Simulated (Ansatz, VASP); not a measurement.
# One calculation of SnSe, two programs

File INCAR:

```
  ALGO = Normal
  EDIFF = 1E-7
  ENCUT = 520
  GGA = CA
  ISIF = 2
  ISMEAR = 0
  LASPH = True
  LCHARG = False
  LREAL = False
  LWAVE = False
  NBANDS = 17
  NELM = 60
  PREC = Accurate
  SIGMA = 0.05
```

File KPOINTS:

```
k-points
0
Gamma
  10 10 10
```

POSCAR

```
SnSe
1.0
    0.0000000000      3.2699036899      2.5505248782
    3.2699036899      0.0000000000      2.5505248782
    3.2699036899      3.2699036899      0.0000000000
Sn Se
1 1
Direct
    0.0000000000      0.0000000000      0.0000000000
    0.5000000000      0.5000000000      0.5000000000
```

Input for Ansatz:

```yaml
crystal:
  lattice:
    - [0.0, 3.2699036899, 2.5505248782]
    - [3.2699036899, 0.0, 2.5505248782]
    - [3.2699036899, 3.2699036899, 0.0]
  atoms:
    - { symbol: Sn, position: [0.0, 0.0, 0.0] }
    - { symbol: Se, position: [0.5, 0.5, 0.5] }
basis:
  ecutwfc: 420
kpoints:
  mp_grid: { grid: [10, 10, 10] }
hamiltonian:
  xc: lda
scf:
  occupations: { method: gaussian, width: 0.05 }
output:
  forces: true
  stress: true
  eigenvalues: true
```

Alike in both runs: task single point; functional LDA; k mesh 10 × 10 × 10; occupations gaussian, width 0.05 eV; no spin polarisation.

|  | VASP | Ansatz |
| --- | --- | --- |
| version | VASP 6.6.1 | Ansatz 0.2.0 |
| potentials or method | VASP PAW LDA potentials, release 64 (Sn_d, Se) | scalar-relativistic, plane waves, PAW |
| plane-wave cutoff (eV) | 520 | 420 |
| valence electrons in the cell | 20 | 30 |

|  | VASP | Ansatz | Ansatz less VASP |
| --- | --- | --- | --- |
| gap on the k mesh at the Fermi level (eV) | none | none | - |
| pressure (GPa) | 4.2 | 4.2 | -0.04 |
| largest component of the traceless stress (GPa) | 21.32 | 21.23 | -0.095 |

A gap of «none» marks a metal or a gap that the smearing closes. The two sets of potentials don't hold the same shells in valence.
